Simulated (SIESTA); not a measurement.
SiO2:

```
Si O
1.0
     4.23317    0.00000    0.00000
     0.00000    4.23317    0.00000
     0.00000    0.00000    2.69349
Si O
2 4
Direct
  0.00000 0.00000 0.00000
  0.50000 0.50000 0.50000
  0.80684 0.19316 0.50000
  0.30684 0.30684 0.00000
  0.19316 0.80684 0.50000
  0.69316 0.69316 0.00000
```

The cell comes from a database or a generator and needn't be the stable form of this composition.

- Program: SIESTA 5.4.2
- Task: single point
- Functional: PBE
- Potentials or basis: PseudoDojo 0.4 standard (PBE files)
- Basis: DZP (energy shift 0.003 Ry)
- Grid cutoff: 800 Ry
- Energy shift: 0.003 Ry
- k mesh: 6 × 6 × 10
- Occupations: fermi-dirac, width 0.05 eV
- Spin: no spin polarisation

On this cell: pressure 2.4 GPa; largest force 0.043 eV/Å; band gap on the k mesh 4.94 eV, direct.

The same run follows on a disturbed copy (atoms moved at random, drawn with an rms of 0.05 Å):

```
Si O
1.0
     4.23317    0.00000    0.00000
     0.00000    4.23317    0.00000
     0.00000    0.00000    2.69349
Si O
2 4
Direct
  0.00018 0.00223 0.99390
  0.50331 0.50202 0.51056
  0.80948 0.19585 0.47868
  0.29403 0.31524 0.00045
  0.19479 0.80699 0.49939
  0.70589 0.69015 0.01771
```

Question: What changes?

Answer: The energy moves by +19.3 meV/atom; pressure 1.9 GPa; largest force 1.396 eV/Å; band gap on the k mesh 4.82 eV, direct.

Forces on the atoms (eV/Å):
```
Si   0.389 -0.174 -0.211
Si  -0.368 -0.063 -0.189
O   -0.655 -0.131  1.226
O    1.171  0.083 -0.049
O    0.306  0.386  0.122
O   -0.842 -0.101 -0.900
```

Stress tensor (GPa, compression positive):
```
-0.85 -0.36 -1.13
-0.36  2.04  0.11
-1.13  0.11  4.42
```

Caveats: the basis of atomic orbitals isn't converged, which shifts pressures, moduli and gaps.

A k mesh can miss the band edges.
